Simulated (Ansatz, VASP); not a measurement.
# ZnO in VASP and in Ansatz

INCAR

```
  PREC = Accurate
  ENCUT = 520
  EDIFF = 1E-6
  ISMEAR = 0
  SIGMA = 0.02
  LREAL = False
  LASPH = True
  NELM = 60
  ALGO = Normal
  ISIF = 2
  LWAVE = False
  LCHARG = False
  GGA = PE
  NBANDS = 16
```

The input KPOINTS:

```
Automatic mesh
0
Gamma
  12 12 12
```

File POSCAR:

```
ZnO
1.0
    0.0000000000      2.0745519251      2.0745519251
    2.0745519251      0.0000000000      2.0745519251
    2.0745519251      2.0745519251      0.0000000000
Zn O
1 1
Direct
    0.0000000000      0.0000000000      0.0000000000
    0.5000000000      0.5000000000      0.5000000000
```

Input for Ansatz:

```yaml
crystal:
  lattice:
    - [0.0, 2.0745519251, 2.0745519251]
    - [2.0745519251, 0.0, 2.0745519251]
    - [2.0745519251, 2.0745519251, 0.0]
  atoms:
    - { symbol: Zn, position: [0.0, 0.0, 0.0] }
    - { symbol: O, position: [0.5, 0.5, 0.5] }
basis:
  ecutwfc: 420
kpoints:
  mp_grid: { grid: [12, 12, 12] }
hamiltonian:
  xc: pbe
scf:
  occupations: { method: gaussian, width: 0.02 }
output:
  forces: true
  stress: true
  eigenvalues: true
```

Alike in both runs: task single point; functional PBE; k mesh 12 × 12 × 12; occupations gaussian, width 0.02 eV; no spin polarisation.

|  | VASP | Ansatz |
| --- | --- | --- |
| version | VASP 6.6.1 | Ansatz 0.2.0 |
| potentials or method | VASP PAW PBE potentials, release 64 (Zn, O) | scalar-relativistic, plane waves, PAW |
| plane-wave cutoff (eV) | 520 | 420 |
| valence electrons in the cell | 18 | 18 |

|  | VASP | Ansatz | Ansatz less VASP |
| --- | --- | --- | --- |
| gap on the k mesh at the Fermi level (eV) | 1.33 | 1.36 | +0.039 |
| least direct gap on the mesh (eV) | 3.08 | 3.12 | +0.043 |

 A k mesh can miss the band edges.
